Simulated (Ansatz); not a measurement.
Runs of Ansatz 0.2.0 on Pb. Symmetry: P6_3/mmc, No. 194, hexagonal system. The conventional cell has a = 3.480 Å, b = 3.480 Å, c = 5.590 Å, α = 90.00°, β = 90.00°, γ = 120.00°. Pb (site symmetry -6m2) has 12 Pb at 3.44 to 3.48 Å as nearest neighbours. This isn't the form of Pb at room conditions, which is fcc.

| task | level | spin | cell | k mesh | points for each segment of the path | target pressure (GPa) | gap on the mesh (eV) | pressure (GPa) | relaxed volume (Å³/atom) |
| --- | --- | --- | --- | --- | --- | --- | --- | --- | --- |
| band structure | PBE | SOC, no magnetisation | as given | 7 × 7 × 4 | 14 | - | none | 4.0 | - |
| relaxation of cell and atoms | PBEsol | off | relaxed to 20 GPa | 9 × 9 × 5 | - | 20 | none | 20.0 | - |
| relaxation of cell and atoms | PBE | SOC, no magnetisation | relaxed | 7 × 7 × 4 | - | - | none | 0.0 | (a) |
| relaxation of cell and atoms | PBEsol | off | relaxed to 30 GPa | 9 × 9 × 5 | - | 30 | none | 30.0 | - |
| band structure | PBE | off | as given | 7 × 7 × 4 | 14 | - | none | 3.8 | - |
| relaxation of cell and atoms | PBEsol | off | relaxed to 10 GPa | 9 × 9 × 5 | - | 10 | none | 10.0 | - |
| relaxation of cell and atoms | PBE | off | relaxed | 7 × 7 × 4 | - | - | none | 0.0 | 31.72 |

Alike in all rows: potentials or basis Ansatz PAW; cutoff (eV) 420; smearing fermi-dirac 0.05 eV.

**Question.** Fill in the values left out.

**Answer.** (a) 32.25.

Caveats: the plane-wave basis is chosen anew once the cell has moved, so the energies of steps on either side of that aren't comparable (some runs); the PAW data sets come from PBE, with cores solved anew for the run's functional, which leaves a small shift of forces and pressure (some runs); the volume moved by over 15 % at a fixed basis, so the end points are rough (some runs); spin-orbit coupling is left out, which moves the levels of the heavy elements (some runs).

A k mesh can miss the band edges, and rows without SOC leave out spin-orbit coupling on Pb.

A gap of «none» marks a metal or a gap under the smearing width.
